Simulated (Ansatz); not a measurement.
# A homologous series of junctions, from (C≡C)1 chain with nitrile ends, between Au (111) faces with adatoms

Aim: the decay constant of the conductance with molecular length.

Method: DFT PBE, plane waves, PAW; relaxation of a junction, electrodes held but for their tips, in the first sound run; inputs show where later runs differ, in Ansatz 0.2.0.

## (1) Starting point

The cell holds 53 atoms: 47 Au, 2 N and 4 C. Cell: a = 8.825 Å, b = 8.825 Å, c = 25.102 Å, α = 90.0°, β = 90.0°, γ = 60.0°. Electrodes: Au (111) 3x3 face with an adatom; the apex atoms were set 11.027 Å apart; the free molecule is N#CC#CC#N. Regions: lower lead, 28 atoms (28 Au); bridge, 6 atoms (2 N and 4 C); upper lead, 19 atoms (19 Au). The structure is stacked along c, and the current runs across the ab planes.

## (2) Relaxing the junction, 53 atoms, molecule oligoyne 1, nitrile ends, units 1

The bridge and the electrodes' tips relax, while 45 atoms stay at the lead's spacing, so that the ends still repeat as a lead.

input.yaml

```yaml
crystal:
  lattice:
    - [8.8246926292, 0.0, 0.0]
    - [4.4123463146, 7.6424079975, 0.0]
    - [0.0, 0.0, 25.1015055624]
  atoms:
    - { symbol: Au, position: [0.833333333, 0.833333333, 0.0] }
    - { symbol: Au, position: [0.833333333, 0.166666667, 0.0] }
    - { symbol: Au, position: [0.833333333, 0.5, 0.0] }
    - { symbol: Au, position: [0.166666667, 0.833333333, 0.0] }
    - { symbol: Au, position: [0.166666667, 0.166666667, 0.0] }
    - { symbol: Au, position: [0.166666667, 0.5, 0.0] }
    - { symbol: Au, position: [0.5, 0.833333333, 0.0] }
    - { symbol: Au, position: [0.5, 0.166666667, 0.0] }
    - { symbol: Au, position: [0.5, 0.5, 0.0] }
    - { symbol: Au, position: [0.944444444, 0.944444444, 0.095682592] }
    - { symbol: Au, position: [0.944444444, 0.277777778, 0.095682592] }
    - { symbol: Au, position: [0.944444444, 0.611111111, 0.095682592] }
    - { symbol: Au, position: [0.277777778, 0.944444444, 0.095682592] }
    - { symbol: Au, position: [0.277777778, 0.277777778, 0.095682592] }
    - { symbol: Au, position: [0.277777778, 0.611111111, 0.095682592] }
    - { symbol: Au, position: [0.611111111, 0.944444444, 0.095682592] }
    - { symbol: Au, position: [0.611111111, 0.277777778, 0.095682592] }
    - { symbol: Au, position: [0.611111111, 0.611111111, 0.095682592] }
    - { symbol: Au, position: [0.055555556, 0.055555556, 0.191365184] }
    - { symbol: Au, position: [0.055555556, 0.388888889, 0.191365184] }
    - { symbol: Au, position: [0.055555556, 0.722222222, 0.191365184] }
    - { symbol: Au, position: [0.388888889, 0.055555556, 0.191365184] }
    - { symbol: Au, position: [0.388888889, 0.388888889, 0.191365184] }
    - { symbol: Au, position: [0.388888889, 0.722222222, 0.191365184] }
    - { symbol: Au, position: [0.722222222, 0.055555556, 0.191365184] }
    - { symbol: Au, position: [0.722222222, 0.388888889, 0.191365184] }
    - { symbol: Au, position: [0.722222222, 0.722222222, 0.191365184] }
    - { symbol: Au, position: [0.5, 0.5, 0.280349995] }
    - { symbol: "N", position: [0.500000112, 0.500000012, 0.36858773] }
    - { symbol: C, position: [0.500000171, 0.500000018, 0.41478242] }
    - { symbol: C, position: [0.500000243, 0.500000008, 0.476100275] }
    - { symbol: C, position: [0.500000246, 0.500000014, 0.523899735] }
    - { symbol: C, position: [0.50000018, 0.500000017, 0.58521758] }
    - { symbol: "N", position: [0.500000118, 0.500000011, 0.63141227] }
    - { symbol: Au, position: [0.5, 0.5, 0.719650005] }
    - { symbol: Au, position: [0.277777778, 0.277777778, 0.808634816] }
    - { symbol: Au, position: [0.277777778, 0.611111111, 0.808634816] }
    - { symbol: Au, position: [0.277777778, 0.944444444, 0.808634816] }
    - { symbol: Au, position: [0.611111111, 0.277777778, 0.808634816] }
    - { symbol: Au, position: [0.611111111, 0.611111111, 0.808634816] }
    - { symbol: Au, position: [0.611111111, 0.944444444, 0.808634816] }
    - { symbol: Au, position: [0.944444444, 0.277777778, 0.808634816] }
    - { symbol: Au, position: [0.944444444, 0.611111111, 0.808634816] }
    - { symbol: Au, position: [0.944444444, 0.944444444, 0.808634816] }
    - { symbol: Au, position: [0.388888889, 0.388888889, 0.904317408] }
    - { symbol: Au, position: [0.388888889, 0.722222222, 0.904317408] }
    - { symbol: Au, position: [0.388888889, 0.055555556, 0.904317408] }
    - { symbol: Au, position: [0.722222222, 0.388888889, 0.904317408] }
    - { symbol: Au, position: [0.722222222, 0.722222222, 0.904317408] }
    - { symbol: Au, position: [0.722222222, 0.055555556, 0.904317408] }
    - { symbol: Au, position: [0.055555556, 0.388888889, 0.904317408] }
    - { symbol: Au, position: [0.055555556, 0.722222222, 0.904317408] }
    - { symbol: Au, position: [0.055555556, 0.055555556, 0.904317408] }
kpoints:
  mp_grid: { grid: [2, 2, 1] }
scf:
  occupations: { method: fermi_dirac, width: 0.1 }
hamiltonian:
  xc: pbe
relax:
  constraints:
    - { sites: [0, 1, 2, 3, 4, 5, 6, 7, 8, 9, 10, 11, 12, 13, 14, 15, 16, 17, 18, 19, 20, 21, 22, 23, 24, 25, 26, 35, 36, 37, 38, 39, 40, 41, 42, 43, 44, 45, 46, 47, 48, 49, 50, 51, 52] }
  f_tol: 0.05
  max_steps: 35
```

Launch:

```
ansatz run input.yaml --threads 16 --pin off --max-ram 61440MiB --backend cuda --events-out ev --progress --plain --runs-dir out --max-vram 78GiB
```

Numbers of over 12 decimals in the logs are rounded to 6 here.

Output:

```text
Warning: the atoms were moved onto the symmetric positions of the space group found under crystal.symmetry.tolerance 1.0e-5 (fractional; no operation is sought that the atoms, as they stand in a round, miss by more than twice it, and no atom is moved by as much as it), and the run uses the moved positions. Before a round's move an operation carried an atom to 4.10e-6 Å from where it should land, the largest such dist [...]
[...]
SCF 1 converged in 9 iterations: F = -619775.998067 eV  dr2 = 9.85e-6
[...]
relax step   1: F+E_penalty+E_count = -619775.99806700 eV  Δ(F+E_penalty+E_count) = +0.000e0 eV  max|allowed force component| = 7.482e0 eV/Å  Δτ_max = 0.0000 Å  (9 SCF iters, dr2 threshold 6.25e-5 eV, accepted)
[...]
SCF 2 converged in 8 iterations: F = -619776.957254 eV  dr2 = 6.73e-6
[...]
relax step   2: F+E_penalty+E_count = -619776.95725398 eV  Δ(F+E_penalty+E_count) = -9.592e-1 eV  max|allowed force component| = 3.617e0 eV/Å  Δτ_max = 0.1024 Å  (8 SCF iters, dr2 threshold 1.00e-4 eV, accepted)
[...]
SCF 3 converged in 8 iterations: F = -619777.126193 eV  dr2 = 2.38e-6
[...]
relax step   3: F+E_penalty+E_count = -619777.12619263 eV  Δ(F+E_penalty+E_count) = -1.689e-1 eV  max|allowed force component| = 1.198e0 eV/Å  Δτ_max = 0.0731 Å  (8 SCF iters, dr2 threshold 1.00e-4 eV, accepted)
[...]
relax step   4: F+E_penalty+E_count = -619777.14931927 eV  Δ(F+E_penalty+E_count) = -2.313e-2 eV  max|allowed force component| = 1.621e-1 eV/Å  Δτ_max = 0.0227 Å  (4 SCF iters, dr2 threshold 1.00e-4 eV, accepted)
[...]
relax step   5: F+E_penalty+E_count = -619777.15025427 eV  Δ(F+E_penalty+E_count) = -9.350e-4 eV  max|allowed force component| = 1.017e-1 eV/Å  Δτ_max = 0.0054 Å  (5 SCF iters, accepted)
[...]
SCF 6 converged in 5 iterations: F = -619777.150441 eV  dr2 = 6.40e-8
relax step   6: F+E_penalty+E_count = -619777.15044096 eV  Δ(F+E_penalty+E_count) = -1.867e-4 eV  max|allowed force component| = 7.246e-3 eV/Å  Δτ_max = 0.0044 Å  (5 SCF iters, accepted)
SCF converged after 5 iterations
[...]
atom  48  Au    -0.00010801     0.00006236     0.33276951
  atom  49  Au    -0.09438049    -0.05449060     0.15137632
  atom  50  Au    -0.00000000     0.10898121     0.15137632
  atom  51  Au    -0.00000000    -0.01848211     0.22549268
  atom  52  Au     0.09438049    -0.05449060     0.15137632
  atom  53  Au     0.01600598     0.00924106     0.22549268
  max |Σ_I F_I| component: 5.83e-16 eV/Å
--- Relaxed structure (6 steps of the walk, 6 accepted, 0 SCFs on fresh bases) ---
  F+E_penalty+E_count = -619777.15044096 eV   max|allowed force component| = 7.246e-3 eV/Å
  atoms:
    - { symbol: Au, position: [0.833333, 0.833333, -4.7524877099832886e-17] }
    - { symbol: Au, position: [0.833333, 0.166667, -4.7524877099832886e-17] }
    - { symbol: Au, position: [0.833333, 0.500000, -4.7524877099832886e-17] }
    - { symbol: Au, position: [0.166666667, 0.833333, -4.7524877099832886e-17] }
    - { symbol: Au, position: [0.166667, 0.166667, -4.7524877099832886e-17] }
    - { symbol: Au, position: [0.166667, 0.500000, -4.7524877099832886e-17] }
    - { symbol: Au, position: [0.5, 0.833333, -4.7524877099832886e-17] }
    - { symbol: Au, position: [0.500000, 0.166667, -4.7524877099832886e-17] }
    - { symbol: Au, position: [0.5, 0.500000, -4.7524877099832886e-17] }
    - { symbol: Au, position: [0.944444, 0.944444, 0.095683] }
    - { symbol: Au, position: [0.944444, 0.277778, 0.095683] }
    - { symbol: Au, position: [0.944444, 0.611111, 0.095683] }
    - { symbol: Au, position: [0.277778, 0.944444, 0.095683] }
    - { symbol: Au, position: [0.277778, 0.277778, 0.095683] }
    - { symbol: Au, position: [0.277777778, 0.611111, 0.095683] }
    - { symbol: Au, position: [0.611111, 0.944444, 0.095683] }
    - { symbol: Au, position: [0.611111, 0.277778, 0.095683] }
    - { symbol: Au, position: [0.611111, 0.611111, 0.095683] }
    - { symbol: Au, position: [0.055556, 0.055556, 0.191365] }
    - { symbol: Au, position: [0.055556, 0.388889, 0.191365] }
    - { symbol: Au, position: [0.055556, 0.722222222, 0.191365] }
    - { symbol: Au, position: [0.388889, 0.055556, 0.191365] }
    - { symbol: Au, position: [0.388889, 0.388889, 0.191365] }
    - { symbol: Au, position: [0.388889, 0.722222222, 0.191365] }
    - { symbol: Au, position: [0.722222222, 0.055556, 0.191365] }
    - { symbol: Au, position: [0.722222, 0.388889, 0.191365] }
    - { symbol: Au, position: [0.722222, 0.722222222, 0.191365] }
    - { symbol: Au, position: [0.5, 0.500000, 0.282994] }
    - { symbol: N, position: [0.5, 0.500000, 0.373720] }
    - { symbol: C, position: [0.5, 0.500000, 0.421028] }
    - { symbol: C, position: [0.5, 0.500000, 0.475108] }
    - { symbol: C, position: [0.500000, 0.500000, 0.524892] }
    - { symbol: C, position: [0.5, 0.500000, 0.578972] }
    - { symbol: N, position: [0.5, 0.500000, 0.626280] }
    - { symbol: Au, position: [0.5, 0.500000, 0.717006] }
    - { symbol: Au, position: [0.277778, 0.277778, 0.808635] }
    - { symbol: Au, position: [0.277777778, 0.611111, 0.808635] }
    - { symbol: Au, position: [0.277778, 0.944444, 0.808635] }
    - { symbol: Au, position: [0.611111, 0.277778, 0.808635] }
    - { symbol: Au, position: [0.611111, 0.611111, 0.808635] }
    - { symbol: Au, position: [0.611111, 0.944444, 0.808635] }
    - { symbol: Au, position: [0.944444, 0.277778, 0.808635] }
    - { symbol: Au, position: [0.944444, 0.611111, 0.808635] }
    - { symbol: Au, position: [0.944444, 0.944444, 0.808635] }
    - { symbol: Au, position: [0.388889, 0.388889, 0.904317] }
    - { symbol: Au, position: [0.388889, 0.722222222, 0.904317] }
    - { symbol: Au, position: [0.388889, 0.055556, 0.904317] }
    - { symbol: Au, position: [0.722222, 0.388889, 0.904317] }
    - { symbol: Au, position: [0.722222, 0.722222222, 0.904317] }
    - { symbol: Au, position: [0.722222222, 0.055556, 0.904317] }
    - { symbol: Au, position: [0.055556, 0.388889, 0.904317] }
    - { symbol: Au, position: [0.055556, 0.722222222, 0.904317] }
    - { symbol: Au, position: [0.055556, 0.055556, 0.904317] }
```

Wall time 5.7 s (1 × NVIDIA GB200 with 16 threads of Arm Neoverse V2, shared host); peak memory 1.6 GiB.

This run has no spin polarisation although its electron count is odd.

The steps of the relaxation:

```tsv
step	energy less that of the first step (eV)	largest force component (eV/Å)
1	0.0000	7.4823
2	-0.9592	3.6174
3	-1.1281	1.1981
4	-1.1513	0.1621
5	-1.1522	0.1017
6	-1.1524	0.0072
```

The atoms that moved most (Å):

```tsv
atom	dx	dy	dz	length
C33	0.000	0.000	-0.157	0.157
C30	0.000	0.000	0.157	0.157
N34	0.000	0.000	-0.129	0.129
N29	0.000	0.000	0.129	0.129
Au35	0.000	0.000	-0.066	0.066
Au28	0.000	0.000	0.066	0.066
C31	0.000	0.000	-0.025	0.025
C32	0.000	0.000	0.025	0.025
```

Numbers from this step:

```
energy at zero smearing : -619776.6438 eV
```

The largest force component on a free atom ends at 0.007 eV/Å, under the limit of 0.05. The apex atoms end 10.89 Å apart, and their nearest bridge atoms lie at 2.28 Å (Au–N) and 2.28 Å (Au–N).

(Part 1 of 5 ends here.)

[Logs are printed without paths, hosts, clocks, repeated set-up lines and the standing remarks that a program may print on its own settings, such as how far it seeks lower states.]

[Hosts, paths, dates, database ids (printed as entryN), source tags and the programs' standing remarks are cut or masked in the printed files.]
